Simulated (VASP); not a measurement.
# FeSi (P2_13) in VASP: phonons with LDA

Aim: the phonons of FeSi with LDA.

Everything below comes from runs of VASP 6.6.1. Logs are shortened: lines on timing, memory, paths and dates and some standing lists are left out, and cuts for length are marked.

## Step 1: The structure

It takes space group P2_13 (No. 198, cubic). Conventional cell: a = 4.551 Å, b = 4.551 Å, c = 4.551 Å, α = 90.00°, β = 90.00°, γ = 90.00°. Fe (site symmetry 3) has 7 Si at 2.32 to 2.55 Å as nearest neighbours. Around Si (site symmetry 3) lie 7 Fe at 2.32 to 2.55 Å.

## Step 2: Phonons, LDA

File POSCAR:

```
FeSi
1.0
    4.5507000000      0.0000000000      0.0000000000
    0.0000000000      4.5507000000      0.0000000000
    0.0000000000      0.0000000000      4.5507000000
Fe Si
4 4
Direct
    0.1365200000      0.1365200000      0.1365200000
    0.3634800000      0.8634800000      0.6365200000
    0.6365200000      0.3634800000      0.8634800000
    0.8634800000      0.6365200000      0.3634800000
    0.8424000000      0.8424000000      0.8424000000
    0.6576000000      0.1576000000      0.3424000000
    0.3424000000      0.6576000000      0.1576000000
    0.1576000000      0.3424000000      0.6576000000
```

File INCAR.step1:

```
SYSTEM = FeSi
PREC = Accurate
ENCUT = 600
EDIFF = 1E-8
ISMEAR = -1
SIGMA = 0.01
LREAL = .False.
LASPH = .True.
NELM = 120
ALGO = Fast
ISIF = 3
LWAVE = .False.
LCHARG = .False.
GGA = CA
IBRION = 2
NSW = 40
EDIFFG = -0.002
```

File INCAR.step2:

```
SYSTEM = FeSi
PREC = Accurate
ENCUT = 600
EDIFF = 1E-8
ISMEAR = -1
SIGMA = 0.01
LREAL = .False.
LASPH = .True.
NELM = 120
ALGO = Fast
ISIF = 2
LWAVE = .False.
LCHARG = .False.
GGA = CA
IBRION = 6
NFREE = 2
POTIM = 0.015
NSW = 1
```

File KPOINTS:

```
Automatic mesh
0
Gamma
  6 6 6
  0 0 0
```

Potentials or basis: VASP PAW LDA potentials, release 64 (Fe, Si).

Command:

```bash
> cat potpaw_LDA.64/Fe/POTCAR potpaw_LDA.64/Si/POTCAR > POTCAR
> cp INCAR.step1 INCAR
> mpirun -np 1 vasp_std > vasp.out
> cp CONTCAR POSCAR
> cp INCAR.step2 INCAR
> mpirun -np 1 vasp_std > vasp.out
```

OUTCAR:

```text
SYSTEM = FeSi
   PREC = Accurate
   ENCUT = 600
   EDIFF = 1E-8
   ISMEAR = -1
   LREAL = .False.
   LASPH = .True.
   NELM = 120
   ISIF = 2
   GGA = CA
   IBRION = 6
   NFREE = 2
   POTIM = 0.015
   NSW = 1

 ion  position               nearest neighbor table
   1  0.137  0.137  0.137-   5 2.24   6 2.27   7 2.27   8 2.27   7 2.45   8 2.45   6 2.45   3 2.68
                             4 2.68   2 2.68   2 2.68   4 2.68   3 2.68
   2  0.363  0.863  0.637-   6 2.24   5 2.27   7 2.27   8 2.27   7 2.45   8 2.45   5 2.45   1 2.68
                             1 2.68   3 2.68   3 2.68   4 2.68   4 2.68
   3  0.637  0.363  0.863-   7 2.24   6 2.27   5 2.27   8 2.27   8 2.45   6 2.45   5 2.45   1 2.68
                             4 2.68   2 2.68   2 2.68   4 2.68   1 2.68
   4  0.863  0.637  0.363-   8 2.24   6 2.27   7 2.27   5 2.27   6 2.45   5 2.45   7 2.45   1 2.68
                             3 2.68   2 2.68   1 2.68   2 2.68   3 2.68
   5  0.841  0.841  0.841-   1 2.24   2 2.27   3 2.27   4 2.27   3 2.45   4 2.45   2 2.45   6 2.71
                             7 2.71   8 2.71   6 2.71   8 2.71   7 2.71
   6  0.659  0.159  0.341-   2 2.24   1 2.27   3 2.27   4 2.27   3 2.45   4 2.45   1 2.45   8 2.71
                             5 2.71   5 2.71   7 2.71   7 2.71   8 2.71
   7  0.341  0.659  0.159-   3 2.24   2 2.27   1 2.27   4 2.27   4 2.45   2 2.45   1 2.45   8 2.71
                             5 2.71   8 2.71   6 2.71   6 2.71   5 2.71
   8  0.159  0.341  0.659-   4 2.24   2 2.27   3 2.27   1 2.27   2 2.45   1 2.45   3 2.45   7 2.71
                             5 2.71   7 2.71   5 2.71   6 2.71   6 2.71

  LATTYP: Found a simple cubic cell.
 ALAT       =     4.3728338190

  Lattice vectors:

 A1 = (   4.3728338190,   0.0000000000,   0.0000000000)
 A2 = (   0.0000000000,   4.3728338190,   0.0000000000)
 A3 = (   0.0000000000,   0.0000000000,   4.3728338190)

Analysis of symmetry for initial positions (statically):
=====================================================================
 Subroutine PRICEL returns:
 Original cell was already a primitive cell.

 Routine SETGRP: Setting up the symmetry group for a
 simple cubic supercell.

 Subroutine GETGRP returns: Found 12 space group operations
 (whereof  3 operations were pure point group operations)
 out of a pool of 48 trial point group operations.

The static configuration has the point symmetry C_3 .
 The point group associated with its full space group is T   .

Analysis of symmetry for dynamics (positions and initial velocities):
=====================================================================
 Subroutine PRICEL returns:
 Original cell was already a primitive cell.

 Routine SETGRP: Setting up the symmetry group for a
 simple cubic supercell.

 Subroutine GETGRP returns: Found 12 space group operations
 (whereof  3 operations were pure point group operations)
 out of a pool of 48 trial point group operations.

The dynamic configuration has the point symmetry C_3 .
 The point group associated with its full space group is T   .

 Subroutine INISYM returns: Found 12 space group operations
 (whereof  3 operations are pure point group operations),
 and found     1 'primitive' translations

----------------------------------------------------------------------------------------

                                     Primitive cell

  volume of cell :      83.6159

  direct lattice vectors                    reciprocal lattice vectors
     4.372833819  0.000000000  0.000000000     0.228684657  0.000000000  0.000000000
     0.000000000  4.372833819  0.000000000     0.000000000  0.228684657  0.000000000
     0.000000000  0.000000000  4.372833819     0.000000000  0.000000000  0.228684657

  length of vectors
     4.372833819  4.372833819  4.372833819     0.228684657  0.228684657  0.228684657
[... 110 lines left out ...]
   IMIX   =      4    mixing-type and parameters
     AMIX     =   0.40;   BMIX     =  1.00
     AMIX_MAG =   1.60;   BMIX_MAG =  1.00
  volume/ion in A,a.u.               =      10.45        70.53
  Fermi-wavevector in a.u.,A,eV,Ry     =   1.360585  2.571132 25.186981  1.851191
  Thomas-Fermi vector in A             =   2.487234
   LORBIT       =      0    0 simple, 1 ext, 2 COOP (PROOUT), +10 PAW based schemes
   GGA     = CA    functional components
   LHFCALC =     F    Hartree Fock is set to
   AEXX    =    0.0000 exact exchange contribution
   IVDW    =     0    specifies the selected vdW correction
   LEPSILON=     F    determine dielectric tensor
   LRPA    =     F    only Hartree local field effects (RPA)
 finite differences with symmetry
 non-spin polarized calculation
 RMM-DIIS sequential band-by-band and
  energy-cutoff  :      600.00
  volume of cell :       83.62
 maximum number of plane-waves:      2826
   NGX = 17   NGY = 17   NGZ = 17

--------------------------------------- Ionic step        1  -------------------------------------------

 number of electron      47.9999983 magnetization

 Free energy of the ion-electron system (eV)
  ---------------------------------------------------
  ext. energy  EPLUGINS =         0.00000000
  ---------------------------------------------------
  free energy    TOTEN  =       -66.55548858 eV

  energy without entropy =      -66.55544685  energy(sigma->0) =      -66.55546771

------------------------ aborting loop because EDIFF is reached ----------------------------------------

  FORCE on cell =-STRESS in cart. coord.  units (eV):
  Direction    XX          YY          ZZ          XY          YZ          ZX
  --------------------------------------------------------------------------------------
  -------------------------------------------------------------------------------------
  Total       -0.0093705     -0.0093705     -0.0093705      0.0000000     -0.0000000      0.0000000
  in kB       -0.1795505     -0.1795505     -0.1795505      0.0000000     -0.0000000      0.0000000
  external PRESSURE =      -0.1795505 kB  Pullay stress =       0.0000000 kB
[... 155 lines left out ...]
--------------------------------------- Ionic step        5  -------------------------------------------

 number of electron      47.9999983 magnetization

 Free energy of the ion-electron system (eV)
  ---------------------------------------------------
  ext. energy  EPLUGINS =         0.00000000
  ---------------------------------------------------
  free energy    TOTEN  =       -66.55395440 eV

  energy without entropy =      -66.55391510  energy(sigma->0) =      -66.55393475

 E-fermi :  10.3895     XC(G=0): -13.2240

 val. band max:       10.3220589927   @ k =   0.1667  -0.1667   0.1667
 cond. band min:      10.4599095515   @ k =   0.3333   0.1667   0.1667
 fundamental gap:      0.1378505587
 Fermi energy:        10.3894604363

 k-point     1 :       0.0000    0.0000    0.0000
  band No.  band energies     occupation
      1      -3.2430      2.00000
      2       2.2422      2.00000
      3       2.2599      2.00000
      4       2.2739      2.00000
      5       5.0903      2.00000
      6       5.0990      2.00000
[... 757 lines left out ...]
     28      10.8184      0.00000
     29      16.2856      0.00000

 [... further k-points ...]

------------------------ aborting loop because EDIFF is reached ----------------------------------------

  FORCE on cell =-STRESS in cart. coord.  units (eV):
  Direction    XX          YY          ZZ          XY          YZ          ZX
  --------------------------------------------------------------------------------------
  -------------------------------------------------------------------------------------
  Total        0.0609140      0.0097130     -0.0178847     -0.0176367     -0.0375629      0.0121659
  in kB        1.1671822      0.1861127     -0.3426907     -0.3379396     -0.7197481      0.2331122
  external PRESSURE =       0.3368681 kB  Pullay stress =       0.0000000 kB
[... 23 lines left out ...]
  FREE ENERGIE OF THE ION-ELECTRON SYSTEM (eV)
  ---------------------------------------------------
  free  energy   TOTEN  =       -66.5539544024 eV

  energy  without entropy=      -66.5539151044  energy(sigma->0) =      -66.55393475

 INTERNAL STRAIN TENSORS FROM DISPLACED ATOMS
 ============================================

 INTERNAL STRAIN TENSOR FOR ION    1 for displacements in x,y,z  (eV/Angst):
          X           Y           Z          XY          YZ          ZX
  --------------------------------------------------------------------------------
  x    -6.18404    -1.82515     0.69366    -2.30383    -2.53124    -0.29913
  y     0.69366    -6.18404    -1.82515    -0.29913    -2.30383    -2.53124
  z    -1.82515     0.69366    -6.18404    -2.53124    -0.29913    -2.30383

 INTERNAL STRAIN TENSOR FOR ION    8 for displacements in x,y,z  (eV/Angst):
          X           Y           Z          XY          YZ          ZX
  --------------------------------------------------------------------------------
  x     3.93387     0.81055    -1.02820     1.21136     2.53110     0.70314
  y     1.02820    -3.93387    -0.81055     0.70314    -1.21136     2.53110
  z     0.81055    -1.02820     3.93387     2.53110    -0.70314    -1.21136

 Eigenvectors and eigenvalues of the dynamical matrix
 ----------------------------------------------------

   1 f  =   14.635662 THz    91.958576 2PiTHz  488.193132 cm-1    60.528207 meV
             X         Y         Z           dx          dy          dz
      0.599913  0.599913  0.599913     0.001464    0.006158    0.212019
      1.586504  3.772921  2.786330     0.064054   -0.189207   -0.020271
      2.786330  1.586504  3.772921     0.187659    0.067890    0.019329
      3.772921  2.786330  1.586504     0.125070   -0.127475    0.172420
      3.677002  3.677002  3.677002    -0.178392   -0.278140   -0.221939
      2.882249  0.695832  1.490585     0.160431    0.115056   -0.048495
      1.490585  2.882249  0.695832    -0.088339    0.056044    0.165874
      0.695832  1.490585  2.882249    -0.427161    0.449239   -0.436307
[... 243 lines left out ...]
  24 f/i=    0.001009 THz     0.006342 2PiTHz    0.033670 cm-1     0.004175 meV
             X         Y         Z           dx          dy          dz
      0.599913  0.599913  0.599913    -0.036401   -0.058252   -0.402043
      1.586504  3.772921  2.786330    -0.036456   -0.058264   -0.402052
      2.786330  1.586504  3.772921    -0.036458   -0.058257   -0.402044
      3.772921  2.786330  1.586504    -0.036403   -0.058269   -0.402051
      3.677002  3.677002  3.677002    -0.025838   -0.041305   -0.285067
      2.882249  0.695832  1.490585    -0.025820   -0.041315   -0.285066
      1.490585  2.882249  0.695832    -0.025822   -0.041303   -0.285068
      0.695832  1.490585  2.882249    -0.025840   -0.041313   -0.285065

 ELASTIC MODULI CONTR FROM IONIC RELAXATION (kBar)
 Direction    XX          YY          ZZ          XY          YZ          ZX
 --------------------------------------------------------------------------------
 XX        -289.6356    -58.4559    -58.4559     -0.0000     -0.0000     -0.0000
 YY         -58.4559   -289.6356    -58.4559      0.0000     -0.0000      0.0000
 ZZ         -58.4559    -58.4559   -289.6356      0.0000      0.0000      0.0000
 XY          -0.0000      0.0000      0.0000    -81.8295      0.0000     -0.0000
 YZ          -0.0000     -0.0000      0.0000      0.0000    -81.8295      0.0000
 ZX           0.0000      0.0000     -0.0000     -0.0000      0.0000    -81.8295
 --------------------------------------------------------------------------------
```

Run time: 22 min. Hardware: 1 thread of AMD EPYC 9R45 (Zen 5), shared host; peak memory 0.5 GiB.

What came out:

```yaml
Relaxed_volume: 10.45 Å³/atom
Relaxed_cell: a = 4.373 Å, b = 4.373 Å, c = 4.373 Å, α = 90.00°, β = 90.00°, γ = 90.00°
Space_group_after_relaxing_to_0.05_Å: P2_13 (No. 198)
Highest_phonon_frequency_at_Γ_LO-TO_splitting_left_out: 488 cm⁻¹
```

The path:
| step | energy change (eV) | largest force (eV/Å) | pressure (GPa) | volume (Å³) |
| --- | --- | --- | --- | --- |
| 1 | 0.0000 | 0.3598 | -24.25 | 94.24 |
| 2 | 0.9574 | 1.2354 | 57.02 | 71.95 |
| 3 | -0.8973 | 0.1407 | -1.18 | 84.10 |
| 4 | -0.8986 | 0.1598 | -0.27 | 83.81 |
| 5 | -0.8985 | 0.1731 | 0.36 | 83.61 |
| 6 | -0.9030 | 0.0660 | 0.39 | 83.54 |
| 7 | -0.9033 | 0.0355 | 0.41 | 83.52 |
| 8 | -0.9033 | 0.0050 | -0.64 | 83.83 |
| 9 | -0.9036 | 0.0205 | -0.11 | 83.67 |
| 10 | -0.9037 | 0.0069 | -0.04 | 83.64 |
| 11 | -0.9037 | 0.0040 | -0.01 | 83.62 |
| 12 | -0.9037 | 0.0038 | 0.00 | 83.62 |
| 13 | -0.9037 | 0.0010 | 0.00 | 83.62 |

Final structure:
```yaml
crystal:
  lattice:
    - [4.37283, 0.00000, 0.00000]
    - [0.00000, 4.37283, 0.00000]
    - [0.00000, 0.00000, 4.37283]
  atoms:
    - { symbol: Fe, position: [0.13719, 0.13719, 0.13719] }
    - { symbol: Fe, position: [0.36281, 0.86281, 0.63719] }
    - { symbol: Fe, position: [0.63719, 0.36281, 0.86281] }
    - { symbol: Fe, position: [0.86281, 0.63719, 0.36281] }
    - { symbol: Si, position: [0.84087, 0.84087, 0.84087] }
    - { symbol: Si, position: [0.65913, 0.15913, 0.34087] }
    - { symbol: Si, position: [0.34087, 0.65913, 0.15913] }
    - { symbol: Si, position: [0.15913, 0.34087, 0.65913] }
```

Phonon frequencies in cm⁻¹ (negative: imaginary):
```
              q point                                                                                frequencies
(0.000, 0.000, 0.000)  0 0 0 214 214 234 234 234 252 311 311 311 357 357 357 360 360 383 383 383 418 488 488 488
```
